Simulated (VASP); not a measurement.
# Band edges against the vacuum: F-terminated Si(111), part 3 of 3

Aim: ionisation energy and electron affinity of F-terminated Si(111), from a slab and a bulk run lined up through core potentials.

VASP 6.6.1, plane waves and PAW; the level of theory is named at each step.

So far, gap on the k-mesh (eV): step 3 (band edges of the bulk) 0.466.

### 5. Potential and states of the slab

Level of this step: PBEsol; plane waves and PAW (Si, H, F) (VASP).

A static run writes the electrostatic potential without exchange and correlation (LVHAR), which is flat in the vacuum and gives the level to count from. The dipole correction cancels the field that unlike faces would set up across the vacuum.

The input, INCAR:

```
SYSTEM = Si10HF
PREC = Normal
ENCUT = 440
EDIFF = 1E-06
NELM = 120
ISMEAR = 0
SIGMA = 0.03
LREAL = .FALSE.
ALGO = Fast
GGA = PS
NBANDS = 36
LORBIT = 11
LWAVE = .FALSE.
LCHARG = .TRUE.
KPAR = 4
LASPH = .TRUE.
IDIPOL = 3
LDIPOL = .TRUE.
DIPOL = 0.5 0.5 0.498
LVHAR = .TRUE.
LVACPOTAV = .TRUE.
NEDOS = 1500
```

The input, POSCAR:

```
Si10HF
1.0
    3.8465850462      0.0000000000      0.0000000000
    1.9232925231      3.3312403679      0.0000000000
    0.0000000000      0.0000000000     32.4780750386
Si H F
10 1 1
Direct
    0.3333333300      0.3333333300      0.2925237823
    0.6666666700      0.6666666700      0.3159350308
    0.6666666700      0.6666666700      0.3883875332
    0.0000000000      0.0000000000      0.4126445606
    0.0000000000      0.0000000000      0.4852538423
    0.3333333300      0.3333333300      0.5094709806
    0.3333333300      0.3333333300      0.5819411691
    0.6666666700      0.6666666700      0.6061156014
    0.6666666700      0.6666666700      0.6787116634
    0.0000000000      0.0000000000      0.7019188365
    0.3333333300      0.3333333300      0.2460671217
    0.0000000000      0.0000000000      0.7517793680
```

The input, KPOINTS:

```
Automatic mesh
0
Gamma
9 9 1
0 0 0
```

The input, KPOINTS_OPT:

```
Line mode
14
Line-mode
Reciprocal
  0.00000000   0.00000000   0.00000000 GAMMA
  0.00000000  -0.50000000   0.00000000 M

  0.00000000  -0.50000000   0.00000000 M
  0.33333333  -0.33333333   0.00000000 K

  0.33333333  -0.33333333   0.00000000 K
  0.00000000   0.00000000   0.00000000 GAMMA
```

The projector-augmented-wave data sets are Si, H and F (PBE family, release 64).

On the command line:

```sh
$ mpirun -np 4 vasp_std
```

The log of the run:

```text
[... set-up lines as in an earlier step ...]
 entering main loop
       N       E                     dE             d eps       ncg     rms          rms(c)
DAV:   1     0.219225649998E+03    0.21923E+03   -0.15719E+04   872   0.901E+02
DAV:   2    -0.418207084922E+02   -0.26105E+03   -0.24516E+03  1156   0.186E+02
DAV:   3    -0.670321146437E+02   -0.25211E+02   -0.24834E+02  1028   0.598E+01
DAV:   4    -0.678027142887E+02   -0.77060E+00   -0.76776E+00  1192   0.118E+01
DAV:   5    -0.678335483014E+02   -0.30834E-01   -0.30824E-01  1228   0.231E+00    0.128E+01
RMM:   6    -0.664079414119E+02    0.14256E+01   -0.26421E+00   958   0.595E+00    0.740E+00
RMM:   7    -0.659887441205E+02    0.41920E+00   -0.89038E-01   941   0.323E+00    0.199E+00
RMM:   8    -0.659764992542E+02    0.12245E-01   -0.17416E-01  1073   0.158E+00    0.388E-01
RMM:   9    -0.659776216218E+02   -0.11224E-02   -0.28195E-02  1165   0.728E-01    0.219E-01
RMM:  10    -0.659780794535E+02   -0.45783E-03   -0.80189E-03  1172   0.373E-01    0.123E-01
RMM:  11    -0.659782922267E+02   -0.21277E-03   -0.25864E-03  1237   0.196E-01    0.750E-02
RMM:  12    -0.659782720964E+02    0.20130E-04   -0.69306E-04  1148   0.103E-01    0.332E-02
RMM:  13    -0.659783677489E+02   -0.95653E-04   -0.23890E-04  1291   0.562E-02    0.254E-02
RMM:  14    -0.659785353921E+02   -0.16764E-03   -0.79955E-05  1095   0.339E-02    0.154E-02
RMM:  15    -0.659786687484E+02   -0.13336E-03   -0.45428E-05  1084   0.211E-02    0.200E-02
RMM:  16    -0.659788118009E+02   -0.14305E-03   -0.28645E-05  1075   0.181E-02    0.549E-03
RMM:  17    -0.659788399526E+02   -0.28152E-04   -0.72399E-06   967   0.836E-03    0.251E-03
RMM:  18    -0.659788775922E+02   -0.37640E-04   -0.67880E-06   951   0.719E-03    0.546E-03
RMM:  19    -0.659788905996E+02   -0.13007E-04   -0.14821E-06   823   0.437E-03    0.445E-03
RMM:  20    -0.659789056754E+02   -0.15076E-04   -0.16013E-06   837   0.318E-03    0.181E-03
RMM:  21    -0.659789087835E+02   -0.31081E-05   -0.49676E-07   725   0.267E-03    0.111E-03
RMM:  22    -0.659789104763E+02   -0.16928E-05   -0.14845E-07   604   0.141E-03    0.777E-04
RMM:  23    -0.659789110361E+02   -0.55977E-06   -0.42342E-08   462   0.104E-03
 -----------------------------------------------------------------------------
|                                                                             |
|           W    W    AA    RRRRR   N    N  II  N    N   GGGG   !!!           |
|           W    W   A  A   R    R  NN   N  II  NN   N  G    G  !!!           |
|           W    W  A    A  R    R  N N  N  II  N N  N  G       !!!           |
|           W WW W  AAAAAA  RRRRR   N  N N  II  N  N N  G  GGG   !            |
|           WW  WW  A    A  R   R   N   NN  II  N   NN  G    G                |
|           W    W  A    A  R    R  N    N  II  N    N   GGGG   !!!           |
|                                                                             |
|     Did not find any points to average over, which means that no vacuum     |
|     field-free region was found. Please increase the size of  your cell     |
|     in the dimension of the dipole correction to obtain accurate            |
|     workfunction values.                                                    |
|                                                                             |
 -----------------------------------------------------------------------------

   1 F= -.65978911E+02 E0= -.65978911E+02  d E =-.784729E-12
 Start KPOINTS_OPT (optional k-point list driver)
k-point batch [1-12\42]
       N       E                     dE             ncg
DAV:   1     0.179069401809E+03   -0.55558E+04      864
DAV:   2    -0.281737916636E+04   -0.29964E+04     1148
DAV:   3    -0.315259487375E+04   -0.33522E+03     1080
DAV:   4    -0.316450833043E+04   -0.11913E+02     1160
DAV:   5    -0.316504472356E+04   -0.53639E+00     1316
DAV:   6    -0.316505773699E+04   -0.13013E-01     1296
DAV:   7    -0.316505825750E+04   -0.52052E-03     1320
DAV:   8    -0.316505827460E+04   -0.17094E-04     1176
DAV:   9    -0.316505827519E+04   -0.59105E-06      832
[...]
k-point batch [37-42\42]
       N       E                     dE             ncg
DAV:   1     0.666397199521E+04   -0.60704E+03      432
DAV:   2     0.511142697694E+04   -0.15525E+04      576
DAV:   3     0.492551353316E+04   -0.18591E+03      572
DAV:   4     0.491954083540E+04   -0.59727E+01      608
DAV:   5     0.491926865688E+04   -0.27218E+00      696
DAV:   6     0.491926092693E+04   -0.77300E-02      688
DAV:   7     0.491926058832E+04   -0.33861E-03      744
DAV:   8     0.491926058327E+04   -0.50508E-05      648
DAV:   9     0.491926058311E+04   -0.16622E-06      440
```

The job ended after 91 s (4 MPI ranks of AMD EPYC 7R43, shared host; peak memory 1.4 GiB; 6 min of CPU time).

OUTCAR, selected parts (step 5):

```text
   NELECT =      48.0000    total number of electrons

 dipolmoment           0.000000      0.000000      0.145127 electrons x Angstroem

 E-fermi :   0.1974

 k-point     1 :       0.0000    0.0000    0.0000
  band No.  band energies     occupation
    ...
     20      -0.5509      2.00000
     21      -0.1942      2.00000
     22      -0.1941      2.00000
     23       0.0629      2.00000
     24       0.0629      2.00000
     25       1.5309      0.00000
     26       1.6591      0.00000
     27       1.8779      0.00000
     28       2.2277      0.00000
     29       2.5012      0.00000
    ...

  Total       -0.2909326     -0.2909326     -0.8116175      0.0000000      0.0000000     -0.0000000
  in kB       -1.1200343     -1.1200343     -3.1245708      0.0000000      0.0000000     -0.0000000
  external PRESSURE =      -1.7882131 kB  Pullay stress =       0.0000000 kB

 POSITION                                       TOTAL-FORCE (eV/Angst)
 -----------------------------------------------------------------------------------
      1.92329      1.11041      9.50061        -0.000000     -0.000000      0.008741
      3.84659      2.22083     10.26096        -0.000000     -0.000000      0.013497
      3.84659      2.22083     12.61408        -0.000000     -0.000000      0.012324
      0.00000      0.00000     13.40190        -0.000000     -0.000000      0.013396
      0.00000      0.00000     15.76011        -0.000000     -0.000000     -0.017158
      1.92329      1.11041     16.54664        -0.000000     -0.000000     -0.020553
      1.92329      1.11041     18.90033        -0.000000     -0.000000      0.008672
      3.84659      2.22083     19.68547        -0.000000     -0.000000     -0.003557
      3.84659      2.22083     22.04325        -0.000000     -0.000000     -0.012021
      0.00000      0.00000     22.79697         0.000000      0.000000     -0.002270
      1.92329      1.11041      7.99179        -0.000000     -0.000000      0.006668
      0.00000      0.00000     24.41635         0.000000      0.000000     -0.007738
 -----------------------------------------------------------------------------------
    total drift:                                0.000341      0.000197     -0.002957

  FREE ENERGIE OF THE ION-ELECTRON SYSTEM (eV)
  ---------------------------------------------------
  free  energy   TOTEN  =       -65.9789110361 eV

  energy  without entropy=      -65.9789110361  energy(sigma->0) =      -65.97891104

 vacuum level on the upper side and lower side of the slab         6.712         4.661

[... 7 parts as in an earlier step ...]

[... 10 further parts left out ...]
```

This step gave:

* electronic cycles: 23
* Fermi energy: 0.1974 eV
* least gap on mesh and path: 0.687 eV
* least direct gap on mesh and path: 1.468 eV
* dipole moment: 0, 0, 0.1451 e·Å
* vacuum levels: 6.712, 4.661 eV
* ionisation potentials of the upper and lower face: 6.649, 4.598 eV
* electron affinities of the upper and lower face: 5.962, 3.911 eV

The electronic bands at the labelled points (eV, zero at the valence-band top; v1 is the highest filled band, c1 the lowest empty one):

| point | v4 | v3 | v2 | v1 | c1 | c2 | c3 | c4 |
| --- | --- | --- | --- | --- | --- | --- | --- | --- |
| Γ | -0.26 | -0.26 | 0.00 | 0.00 | 1.47 | 1.60 | 1.81 | 2.16 |
| 0.46 of the way | -1.38 | -1.09 | -0.93 | -0.62 | 1.31 | 1.56 | 1.90 | 2.31 |
| M | -2.03 | -1.66 | -1.55 | -1.21 | 0.70 | 0.99 | 1.11 | 1.50 |
| 0.46 of the way | -2.53 | -2.41 | -2.02 | -1.61 | 1.29 | 2.15 | 2.40 | 2.56 |
| K | -2.52 | -2.41 | -2.29 | -2.03 | 1.71 | 1.99 | 2.08 | 2.71 |
| 0.46 of the way | -2.21 | -1.93 | -1.83 | -1.02 | 2.01 | 2.21 | 2.67 | 3.12 |
| Γ | -0.26 | -0.26 | 0.00 | 0.00 | 1.47 | 1.60 | 1.81 | 2.16 |

Of the projections kept (Si, H, F), the largest for each band there; the rest of the weight can lie on other orbitals:

| point | v4 | v3 | v2 | v1 | c1 | c2 | c3 | c4 |
| --- | --- | --- | --- | --- | --- | --- | --- | --- |
| Γ | Si 0.98 | Si 0.98 | Si 0.96 | Si 0.96 | Si 0.99 | Si 0.99 | Si 0.97 | Si 0.98 |
| M | Si 0.96 | Si 0.93 | Si 0.95 | Si 0.93 | Si 0.99 | Si 1.00 | Si 0.92 | Si 1.00 |
| K | Si 0.97 | Si 1.00 | Si 0.92 | Si 0.88 | Si 0.89 | Si 0.89 | Si 0.97 | Si 0.88 |
| Γ | Si 0.98 | Si 0.98 | Si 0.96 | Si 0.96 | Si 0.99 | Si 0.99 | Si 0.97 | Si 0.98 |

The planar average of the electrostatic potential oscillates, so the rows of the table below give means over windows of 3.19 Å about each position, cut where the curve ends. Its maxima inside the range that stand out by 2 % of the span (Å: eV): 11.4: 1.90, 14.6: 1.96, 17.7: 1.93, 20.9: 1.94, 23.9: 1.82, 31.9: 6.52. Its minima: 9.9: -13.8, 13.0: -13.4, 16.1: -13.5, 19.3: -13.5, 22.4: -13.8, 24.3: 0.255.

Zero at the Fermi level. Table of planar average of the electrostatic potential by height; means over each step:

height (Å), planar average of the electrostatic potential (eV) and a bar from the least value:
```
     1.59        4.5 #########################
     4.79        4.5 #########################
     7.98        0.7 ################
    11.17       -6.1 
    14.36       -6.0 
    17.55       -6.0 
    20.73       -6.0 
    23.93       -1.8 ##########
    27.12        6.5 ##############################
    30.31        6.5 ##############################
```

Density of states in the PAW spheres, an atom over height of the layer and energy from the Fermi level.

Ten even steps from '0' (0.000 states/eV) to '9' (0.396 states/eV), each cell a mean:
```
000000000000
000000000000
000000000000
000000010110
010110000110
011012111220
033454453641
023444454531
056566654742
056556655742
169858869944
067876568844
156764467633
277887678634
255765566524
155456654211
475345665425
232122332213
598446544112
785554322224
000221112329
000000000116
```
Columns: height of the layer (Å) from 8 to 24.4 (not evenly spaced); rows upwards: energy from the Fermi level (eV) from -4.9 to 0.5.

Valence density in the ca plane at fractional y = 0.000, with atoms of Si and F within 0.2 Å of it. It is the smooth field of the valence electrons, not physical close to the nuclei.

Ten even steps from '0' (-0.08 e/Å³) to '9' (0.55 e/Å³), each cell a mean:
```
11111111111111111111111112111123563269985246
11111111111111111111111222222123578766666787
11111111111111111111112344432223467643335676
11111111111111111111123467653223455432223455
11111111111111111111223589864333444322122344
11111111111111111111223579854333454322223455
11111111111111111111122356543223466533234565
11111111111111111111112233322223578754456786
11111111111111111111111122221123576577776567
11111111111111111111111111111123551069994026
```
Columns run along c (16.0 Å, from fractional 0.02 to 0.52 of the cell), rows up along a (3.8 Å). Atoms in or near the plane, at fractional coordinates: Si at (0.41, 0.00), Si at (0.49, 0.00).

Electrostatic potential energy in the ca plane at fractional y = 0.000, with atoms of Si and F within 0.2 Å of it. With pseudopotentials it is smooth inside the atoms' cores, unlike the true potential.

Ten even steps from '0' (-58 eV) to '9' (7 eV), each cell a mean:
```
00378999999999999840006402899999999999999999
34789999999999999874358878999999999999999999
88889999999999999988889999999999999999999999
98888999888889999888999999999999999999999999
98888999888888998888999999999999999999999999
98888999888889998888999999999999999999999999
88889999988889999888889999999999999999999999
67889999999999999887678999999999999999999999
01589999999999999851027645999999999999999999
00278999999999999730005201799999999999999999
```
Columns run along c (16.0 Å, from fractional 0.48 to 0.97 of the cell; values clipped at the 3rd and 97th percentile), rows up along a (3.8 Å). Atoms in or near the plane, at fractional coordinates: Si at (0.49, 0.00), Si at (0.70, 0.00), F at (0.75, 0.00).

The map of layer states is cut here 0.5 eV above the Fermi level, so it leaves out the states above that, and it starts at -5 eV, leaving out a taller peak below that would set the scale.

The vacuum level lies 6.65 eV above the highest filled level at the upper face; the two faces differ by 2.05 eV, the step that the slab's dipole of 0.145 e·Å makes.

VASP counts the dipole in electrons times Å, so a positive number points the physical dipole along −c.

The program found no field-free point at its default tolerance, but its printed level agrees with the flat part of the planar average.

### 6. Lining up bulk and slab

This step: band edges against the vacuum, PBEsol; plane waves and PAW (VASP 6.6.1).

Derived from the runs above.

Numbers from this step:

- ionisation energy: 6.648 eV
- offset spread: 0.001500 eV
- bulk gap: 0.4657 eV
- slab gap: 0.687 eV
- electron affinity: 6.182 eV

The averaged core potentials of the four middle atoms lie -5.674 eV from those of the bulk run. The bulk valence top (5.738 eV), moved by that offset, is taken from the upper vacuum level (6.712 eV).

### 7. What came out

```yaml
ionisation_energy: 6.65 eV
electron_affinity: 6.18 eV
```

The bulk valence-band top lies 6.65 eV below the vacuum of F-terminated Si(111), and the conduction-band bottom 6.18 eV. The slab's least gap is 0.69 eV, against 0.47 eV in the bulk. Confinement widens it, surface states can narrow it, and the two gaps need not lie at the same wave vector; the faces' own affinities count to the slab's lowest empty state. The offsets of the four middle atoms spread by 0.00 eV; a shift common to all four would not show in it. The bulk edges are read on a mesh, so a band minimum between its points makes the gap too large and the affinity too small. One thickness was run. Semilocal band edges put the valence top too high and the gap too small.

Calculation against experiment:

| quantity | measured | PBEsol |
| --- | --- | --- |
| band gap (gap on the k-mesh) (eV) | 1.12 | 0.47 (-0.65 eV) |

Measured values from pmc:6179974 (2018).

**Verdict.** The band gap is off by -0.65 eV. Local and semilocal functionals usually give gaps below the measured ones. The computed gap is read on a k-mesh, which can miss the band edges. An optical gap can lie under the band gap by the exciton's binding. Zero-point and thermal motion shift the measured gap.

[Lines on the potential files, build, host, timing and source positions are cut from VASP's logs without a mark.]

[Logs are printed without paths, hosts, clocks, repeated set-up lines and the standing remarks that a program may print on its own settings, such as how far it seeks lower states.]

[Hosts, paths, dates, database ids (printed as entryN), source tags and the programs' standing remarks are cut or masked in the printed files.]

[Runs that stopped without an error message from VASP are left out.]
